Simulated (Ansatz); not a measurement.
# CdS: which structure wins at one pressure, part 2 of 2

Aim: bring CdS in several structures (rocksalt, CsCl, zincblende, wurtzite, NiAs) to one pressure and rank them by enthalpy. The pressure is set by scaling the first phase. The runs shown use LAPW. Companion runs by PAW are cited.

Ansatz 0.2.0; DFT PBE; a cell built from a prototype (rocksalt type), not taken from measurement. The steps go on from the part before.

**5. Wurtzite at the cell that PAW relaxed, LAPW**

Input file input.yaml:

```yaml
crystal:
  lattice:
    - [3.1976647562, 0.0, 0.0]
    - [-1.5988323781, 2.7692589116, 0.0]
    - [0.0, 0.0, 7.175071513]
  atoms:
    - { symbol: Cd, position: [0.3333333333, 0.6666666667, 0.0359178601] }
    - { symbol: Cd, position: [0.6666666667, 0.3333333333, 0.5359178601] }
    - { symbol: S, position: [0.3333333333, 0.6666666667, 0.3400821399] }
    - { symbol: S, position: [0.6666666667, 0.3333333333, 0.8400821399] }
kpoints:
  mp_grid: { grid: [10, 10, 6] }
scf:
  occupations: { method: fermi_dirac, width: 0.08 }
hamiltonian:
  xc: pbe
  pseudopotentials: { kind: all_electron, lapw: { basis_error: 0.0005 } }
output:
  forces: true
  stress: true
  eigenvalues: true
  populations: true
```

Command:

```sh
$ ansatz run input.yaml --threads 1 --pin off --max-ram 3584MiB --backend cpu --events-out ev --progress --plain --runs-dir out
```

What it wrote, cut to the lines that bear on the results:

```text
Cd: projections on atomic orbitals take those of the free atom 1s2 2s2 2p6 3s2 3p6 3d10 4s2 4p6 4d10 5s2, of charge +0.00 (hamiltonian.pseudopotentials.projection_atoms)
S: projections on atomic orbitals take those of the free atom 1s2 2s2 2p6 3s2 3p4, of charge +0.00 (hamiltonian.pseudopotentials.projection_atoms)
LAPW: plane waves up to 10.004 Å⁻¹, error target 5.0e-4 eV per atom; small_component_spin mean_spin; S in spheres of 0.964 Å, 14 of its electrons in bands, Dirac shells []; Cd in spheres of 1.218 Å, 30 of its electrons in bands, Dirac shells []
[...]
Pseudopotentials: kind: all_electron
Pseudopotential: Cd, LAPW, valence charge 30, Koelling and Harmon's equation, gaussian nucleus
Pseudopotential: S, LAPW, valence charge 14, Koelling and Harmon's equation, gaussian nucleus
Functional definition: PBE
[...]
Crystal: 4 atoms, lattice volume = 63.536 Å³
[...]
SCF converged after 9 iterations
Free energy (F): -326193.300573 eV
[...]
E sigma→0 (E₀):  -326193.297531 eV
Entropy (-TS):   -0.006085 eV (-1.521 meV/atom)
Fermi energy:    17.042284 eV
[...]
--- Forces (eV/Å), atoms counted from 1 ---
  atom   1  Cd    -0.00000000    -0.00000000    -0.00040536
  atom   2  Cd     0.00000000     0.00000000    -0.00040536
  atom   3  S      0.00000000    -0.00000000     0.00044644
  atom   4  S     -0.00000000     0.00000000     0.00044644
[...]
--- Stress (GPa, compression-positive) ---
       59.010748      -0.000000       0.000000
       -0.000000      59.010748       0.000000
        0.000000       0.000000      59.121876
  P = ⅓ Tr σ = 59.0478 GPa (590.478 kbar)
--- Band table (eV; the first three rows and the last of 56) ---
[...]
--- Löwdin populations: 4 sites ---
  site symbol       q [e]
     0     Cd     46.6653
     1     Cd     46.6653
     2      S     17.0729
     3      S     17.0729
  spilling = 0.004091 (of n_electrons = 128.000000)
```

Run time: 96 s. Hardware: 1 thread of Intel Xeon at 2.60GHz (Ice Lake), shared host; peak memory 0.71 GiB.

Read from it: pressure 59.05 GPa; no gap.

**6. NiAs at the cell that PAW relaxed, LAPW**

Input file input.yaml:

```yaml
crystal:
  lattice:
    - [3.3498793351, 0.0, 0.0]
    - [-1.6749396675, 2.9010806038, 0.0]
    - [0.0, 0.0, 6.0307498372]
  atoms:
    - { symbol: Cd, position: [0.0, 0.0, 0.0] }
    - { symbol: Cd, position: [0.0, 0.0, 0.5] }
    - { symbol: S, position: [0.3333333333, 0.6666666667, 0.25] }
    - { symbol: S, position: [0.6666666667, 0.3333333333, 0.75] }
kpoints:
  mp_grid: { grid: [11, 11, 6] }
scf:
  occupations: { method: fermi_dirac, width: 0.08 }
hamiltonian:
  xc: pbe
  pseudopotentials: { kind: all_electron, lapw: { basis_error: 0.0005 } }
output:
  forces: true
  stress: true
  eigenvalues: true
  populations: true
```

Command:

```sh
$ ansatz run input.yaml --threads 1 --pin off --max-ram 3584MiB --backend cpu --events-out ev --progress --plain --runs-dir out
```

What it wrote, cut to the lines that bear on the results:

```text
Cd: projections on atomic orbitals take those of the free atom 1s2 2s2 2p6 3s2 3p6 3d10 4s2 4p6 4d10 5s2, of charge +0.00 (hamiltonian.pseudopotentials.projection_atoms)
S: projections on atomic orbitals take those of the free atom 1s2 2s2 2p6 3s2 3p4, of charge +0.00 (hamiltonian.pseudopotentials.projection_atoms)
LAPW: plane waves up to 8.662 Å⁻¹, error target 5.0e-4 eV per atom; small_component_spin mean_spin; S in spheres of 1.069 Å, 14 of its electrons in bands, Dirac shells []; Cd in spheres of 1.384 Å, 20 of its electrons in bands, Dirac shells []
[...]
Pseudopotentials: kind: all_electron
Pseudopotential: Cd, LAPW, valence charge 20, Koelling and Harmon's equation, gaussian nucleus
Pseudopotential: S, LAPW, valence charge 14, Koelling and Harmon's equation, gaussian nucleus
Functional definition: PBE
[...]
Crystal: 4 atoms, lattice volume = 58.608 Å³
[...]
SCF converged after 9 iterations
Free energy (F): -326194.759932 eV
[...]
E sigma→0 (E₀):  -326194.759353 eV
Entropy (-TS):   -0.001157 eV (-0.289 meV/atom)
Fermi energy:    18.380238 eV
[...]
--- Forces (eV/Å), atoms counted from 1 ---
  atom   1  Cd     0.00000000    -0.00000000    -0.00000000
  atom   2  Cd     0.00000000    -0.00000000     0.00000000
  atom   3  S      0.00000000     0.00000000     0.00000000
  atom   4  S      0.00000000    -0.00000000    -0.00000000
[...]
--- Stress (GPa, compression-positive) ---
       59.036784       0.000000      -0.000000
        0.000000      59.036784       0.000000
       -0.000000       0.000000      59.058223
  P = ⅓ Tr σ = 59.0439 GPa (590.439 kbar)
--- Band table (eV; the first three rows and the last of 64) ---
[...]
--- Löwdin populations: 4 sites ---
  site symbol       q [e]
     0     Cd     46.6594
     1     Cd     46.6594
     2      S     17.1267
     3      S     17.1267
  spilling = 0.003342 (of n_electrons = 128.000000)
```

It took 41 s on 1 thread of Intel Xeon at 2.60GHz (Ice Lake), shared host; peak memory 0.66 GiB.

This run gives: pressure 59.04 GPa; gap on the k mesh 0.36 eV.

**7. The series in one table**

Rows by PAW come from runs of the same series that aren't printed here.

Enthalpy per atom, H = F + pV at p = 59 GPa, from each method's lowest phase:

| method | start | space group, start → end | volume (Å³/atom) | pressure (GPa) | enthalpy (meV/atom) |
| --- | --- | --- | --- | --- | --- |
| LAPW | rocksalt | Fm-3m → Fm-3m | 14.527 | 59.0 | 0.0 |
| LAPW | CsCl | Pm-3m → Pm-3m | 13.789 | 59.0 | 202.7 |
| LAPW | zincblende | F-43m → F-43m | 17.070 | 59.0 | 1101.9 |
| LAPW, at PAW's cell | wurtzite | P6_3mc | 15.884 | 59.0 | 936.8 |
| LAPW, at PAW's cell | NiAs | P6_3/mmc | 14.652 | 59.0 | 118.2 |
| PAW | rocksalt | Fm-3m → Fm-3m | 14.524 | 59.0 | 0.0 |
| PAW | CsCl | Pm-3m → Pm-3m | 13.789 | 59.0 | 203.7 |
| PAW | zincblende | F-43m → F-43m | 17.070 | 59.0 | 1099.3 |
| PAW | wurtzite | P6_3mc → P6_3mc | 15.884 | 59.0 | 935.3 |
| PAW | NiAs | P6_3/mmc → P6_3/mmc | 14.652 | 59.0 | 118.5 |

**8. What came out**

What follows sums up all 2 parts.

```
     quantity                                value
     pressure                               59 GPa
lowest (LAPW)  rocksalt, 118.2 meV/atom under NiAs
 lowest (PAW)  rocksalt, 118.5 meV/atom under NiAs
```

In words: By LAPW the order is rocksalt < NiAs < CsCl < wurtzite < zincblende. By PAW the order is rocksalt < NiAs < CsCl < wurtzite < zincblende. The methods agree on the lowest phase. Only these structures were tried, with electrons smeared by 0.08 eV and without vibrations, so the true ground state may be another. The k meshes differ between phases and weren't tested, which can move differences by some meV.
